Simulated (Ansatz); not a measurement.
**Two Ansatz runs on CaSe**

Structure from Materials Project entry mp-1415 (possibly hypothetical), not relaxed further. The listed cell was then made from it by scaling, straining or moving an atom.

First run: DFT, LDA, all-electron PAW with datasets made for the crystal, scalar-relativistic (Ansatz 0.2.0).

Command: `ansatz run input.yaml --threads 1 --pin off --max-ram 2048MiB --backend cpu --events-out ev --progress --plain --runs-dir out` The run took 7.2 s on 1 thread of Arm Neoverse N1, on a shared host, peak memory 0.35 GiB.

```yaml
crystal:
  lattice:
    - [0.0, 2.9300948315, 2.9300948315]
    - [2.9300948315, 0.0, 2.9300948315]
    - [2.9300948315, 2.9300948315, 0.0]
  atoms:
    - { symbol: Ca, position: [0.0, 0.0, 0.0] }
    - { symbol: Se, position: [0.5, 0.5, 0.5] }
kpoints:
  mp_grid: { grid: [9, 9, 9] }
scf:
  occupations: { method: fermi_dirac, width: 0.03 }
hamiltonian:
  xc: lda
  pseudopotentials: { kind: all_electron, datasets: crystal }
output:
  forces: true
  stress: true
  eigenvalues: true
  efg: { contact_densities: true }
```

Result: converged; pressure -1.90 GPa; gap on the k mesh 1.85 eV (the mesh can miss the band edges); 7 SCF iterations.

A second input differs as follows:

```diff
@@ -11,4 +11,6 @@
 scf:
   occupations: { method: fermi_dirac, width: 0.03 }
+  convergence: { dr2_threshold: 1.0e-14 }
+  max_iter: 60
 hamiltonian:
   xc: lda
```

Task: Does the change harm the result?

Result: Not here: the run converged; energy at zero smearing 0.0 meV/atom from the first run; pressure -1.89 GPa; gap on the k mesh 1.85 eV (the mesh can miss the band edges); 17 SCF iterations, so the odd setting did no harm in this case.
